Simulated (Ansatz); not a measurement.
Li2S in Ansatz: the effect of functional

The system is Li2S.

```
S Li
1.0
     0.00000    2.88193    2.88193
     2.88193    0.00000    2.88193
     2.88193    2.88193    0.00000
S Li
1 2
Direct
  0.00000 0.00000 0.00000
  0.75000 0.75000 0.75000
  0.25000 0.25000 0.25000
```

The cell isn't the ideal one: volume scaled by 1.04.

Alike in all runs:

- Program: Ansatz 0.2.0
- Task: single point
- Potentials or basis: Ansatz PAW
- k mesh: 8 × 8 × 8
- Occupations: fermi-dirac, width 0.05 eV
- Spin: no spin polarisation

```tsv
functional	cutoff	gap on the mesh (eV)	pressure (GPa)
LDA	420 eV (not typed: the program's choice for these potentials)	?	?
PBEsol	420 eV (not typed: the program's choice for these potentials)	3.24	-2.2
r2SCAN	500 eV (not typed: the program's choice for these potentials)	3.89	-1.5
```

**Question.** What does the run with functional LDA give?

**Answer.** gap on the mesh 3.19 eV; pressure -3.9 GPa.

Caveats: the PAW data sets come from PBE, with cores solved anew for the run's functional, which leaves a small shift of forces and pressure.

A k mesh can miss the band edges.
